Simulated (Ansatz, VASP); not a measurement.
# Two plane-wave programs on C

File INCAR:

```
SYSTEM = C
PREC = Accurate
ENCUT = 520
EDIFF = 1E-6
ISMEAR = 0
SIGMA = 0.05
LREAL = .False.
LASPH = .True.
NELM = 80
ALGO = Normal
ISIF = 2
LWAVE = .False.
LCHARG = .False.
GGA = CA
NBANDS = 11
```

Contents of KPOINTS:

```
Automatic mesh
0
Gamma
  12 12 12
  0 0 0
```

POSCAR

```
C
1.0
    0.0000000000      1.7798763723      1.6960441952
    1.7798763723      0.0000000000      1.6960441952
    1.7798763723      1.7798763723      0.0000000000
C
2
Direct
    0.5000000000      0.5000000000      0.5000000000
    0.7500000000      0.7500000000      0.7500000000
```

Input for Ansatz:

```yaml
crystal:
  lattice:
    - [0.0, 1.7798763723, 1.6960441952]
    - [1.7798763723, 0.0, 1.6960441952]
    - [1.7798763723, 1.7798763723, 0.0]
  atoms:
    - { symbol: C, position: [0.5, 0.5, 0.5] }
    - { symbol: C, position: [0.75, 0.75, 0.75] }
basis:
  ecutwfc: 520.0
kpoints:
  mp_grid: { grid: [12, 12, 12] }
hamiltonian:
  xc: lda
  pseudopotentials: { kind: paw, azcp: { folder: soft_1 } }
scf:
  occupations: { method: gaussian, width: 0.05 }
output:
  forces: true
  stress: true
  eigenvalues: true
```

Alike in both runs: task single point; functional LDA; k mesh 12 × 12 × 12; occupations gaussian, width 0.05 eV; no spin polarisation.

|  | VASP | Ansatz |
| --- | --- | --- |
| version | VASP 6.6.1 | Ansatz 0.2.0 |
| potentials or method | VASP PAW LDA potentials, release 64 (C) | scalar-relativistic, plane waves, PAW |
| plane-wave cutoff (eV) | 520 | 520 |
| valence electrons in the cell | 8 | 8 |

Ansatz gave:

- gap on the k mesh at the Fermi level (eV): 3.03
- least direct gap on the mesh (eV): 4.84
- pressure (GPa): 11.9
- largest component of the traceless stress (GPa): 29.95

What did VASP give for the same quantities?

gap on the k mesh at the Fermi level (eV): 3.02; least direct gap on the mesh (eV): 4.84; pressure (GPa): 13.8; largest component of the traceless stress (GPa): 29.89.

Ansatz warned: «pseudo_functional_mismatch».
